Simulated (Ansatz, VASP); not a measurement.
One calculation of SnSe, two programs

```
Sn Se
1.0
     0.00000    3.06903    3.06903
     3.06903    0.00000    3.06903
     3.06903    3.06903    0.00000
Sn Se
1 1
Cartesian
  0.0000 0.0000 0.0000
  3.0690 3.0690 3.0690
```

Change from the starting cell: volume scaled by 1.06.

Alike in both runs: task single point; functional PBE; k mesh 8 × 8 × 8; occupations fermi-dirac, width 0.05 eV; no spin polarisation.

|  | VASP | Ansatz |
| --- | --- | --- |
| version | VASP 6.6.1 | Ansatz 0.2.0 |
| potentials or method | VASP PAW PBE potentials, release 64 (Sn_d, Se), cutoff 520 eV | all-electron LAPW, scalar-relativistic |

|  | VASP | Ansatz | Ansatz less VASP |
| --- | --- | --- | --- |
| gap on the k mesh at the Fermi level (eV) | 0.34 | 0.34 | 0.000 |
| least direct gap on the mesh (eV) | 0.34 | 0.34 | 0.000 |
| pressure (GPa) | -1.8 | -1.8 | +0.01 |

Ansatz ran all-electron here, so the differences hold the error of VASP's frozen core and of both bases.

Caveats: spin-orbit coupling is left out, which moves the levels of the heavy elements.
